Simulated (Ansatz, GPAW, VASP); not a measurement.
# One calculation of InP, 3 ways

```
CELL_PARAMETERS angstrom
0.00000 2.93050 2.93050
2.93050 0.00000 2.93050
2.93050 2.93050 0.00000
ATOMIC_POSITIONS crystal
In 0.00000 0.00000 0.00000
P 0.75000 0.75000 0.75000
```

Alike in all runs: task single point; functional PBE; k mesh 8 × 8 × 8; occupations gaussian, width 0.012 eV; no spin polarisation; no spin-orbit coupling. Pressure is positive in compression and, in plane waves, holds the error of the finite cutoff.

```tsv
program and potentials	plane-wave cutoff (eV)	notes	band gap (eV)	pressure (GPa)
Ansatz, all-electron LAPW, scalar-relativistic	-	-	0.71	3.34
VASP, PBE PAW files In_d, P, 520 eV	520	-	?	?
GPAW, GPAW PAW data sets (gpaw-data 1.2.1)	600	-	0.71	3.04
```

Question: Estimate from the other rows what the run with VASP, PBE PAW files In_d, P, 520 eV gave.

Answer: Band gap 0.71 eV; pressure 3.28 GPa. The other rows, which needn't bracket it: band gap 0.71; pressure 3.04 to 3.34.
